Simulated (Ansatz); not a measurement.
Input and output of a relaxation of cell and atoms on ZnSnP2, ordered on the zincblende lattice (I-42d) with 8 atoms a cell (Ansatz, PBE). The starting cell was estimated from covalent radii.

```yaml
crystal:
  lattice:
    - [-2.702403405, 2.702403405, 5.40480681]
    - [2.702403405, -2.702403405, 5.40480681]
    - [2.702403405, 2.702403405, -5.40480681]
  atoms:
    - { symbol: Zn, position: [0.0, 0.0, 0.0] }
    - { symbol: P, position: [0.375, 0.375, 0.5] }
    - { symbol: Zn, position: [0.75, 0.25, 0.5] }
    - { symbol: P, position: [0.125, 0.625, 0.0] }
    - { symbol: Sn, position: [0.5, 0.5, 0.0] }
    - { symbol: P, position: [0.875, 0.875, 0.5] }
    - { symbol: Sn, position: [0.25, 0.75, 0.5] }
    - { symbol: P, position: [0.625, 0.125, 0.0] }
kpoints:
  mp_grid: { grid: [6, 6, 6] }
hamiltonian:
  xc: pbe
scf:
  occupations: { method: fermi_dirac, width: 0.02 }
relax:
  f_tol: 0.005
  cell: {}
```

The output follows, shortened, with numbered blanks.
```
Pseudopotential: Zn, paw, valence charge 12, recommended cutoff 420 eV (normal)
Pseudopotential: P, paw, valence charge 5, recommended cutoff 420 eV (normal)
Pseudopotential: Sn, paw, valence charge 14, recommended cutoff 420 eV (normal)
Functional definition: PBE
Crystal: 8 atoms, lattice volume = 157.885 Å³
[1]
[2]
Symmetry: 8 space group operations
Space group: I-42d (ITA 122)
k-points: 30 of 216 (time reversal used)
relax step 1: F+E_penalty+E_count = -21709.04881770 eV  max|allowed force component| = 2.296e0 eV/Å  Δτ_max = 0.0000 Å  P = +18.390 GPa  Ω = 157.885 Å³
--- Relaxed structure (6 steps of the walk, 6 accepted, 2 SCFs on fresh bases) ---
[3]
```

**Question.** Fill in the blanks. They hold the relaxed structure, the band count, cutoff and plane waves at Γ.

**Answer.**
```
[1]
Basis set: ecut = 420 eV, 3067 PW (Γ)
[2]
Bands: 44, of which v1, the nominal top of the filled ones, is band 36 counted from 1 (35 counted from 0)
[3]
  F+E_penalty+E_count = -21710.89559099 eV   max|allowed force component| = 4.311e-4 eV/Å
  cell:  # Å, volume = 185.9091 Å³
    - [-2.851166, 2.851166, 5.717361]
    - [2.851166, -2.851166, 5.717361]
    - [2.851166, 2.851166, -5.717361]
  atoms:
    - { symbol: Zn, position: [0.000000, 0.000000, 0.000000] }
    - { symbol: P, position: [0.375000, 0.352800, 0.477800] }
    - { symbol: Zn, position: [0.750000, 0.250000, 0.500000] }
    - { symbol: P, position: [0.102800, 0.625000, -0.022200] }
    - { symbol: Sn, position: [0.500000, 0.500000, 0.000000] }
    - { symbol: P, position: [0.875000, 0.897200, 0.522200] }
    - { symbol: Sn, position: [0.250000, 0.750000, 0.500000] }
    - { symbol: P, position: [0.647200, 0.125000, 0.022200] }
```
The trailing digits, and the zero of the energies, depend on the potentials and thresholds.

The walk took 6 steps and changed the volume by +17.7 %. The last SCF, on a fresh basis, lies 231 meV an atom below the first. At the end: space group I-42d (No. 122), tetragonal; a = 5.702 Å, c = 11.435 Å in the conventional setting, 23.24 Å³ an atom. Zn has 4 P at 2.40 Å; P has 2 Zn at 2.40 Å and 2 Sn at 2.55 Å; Sn has 4 P at 2.55 Å.

The structure was generated, not taken from experiment, and needn't be the ground state; spin polarisation is off.
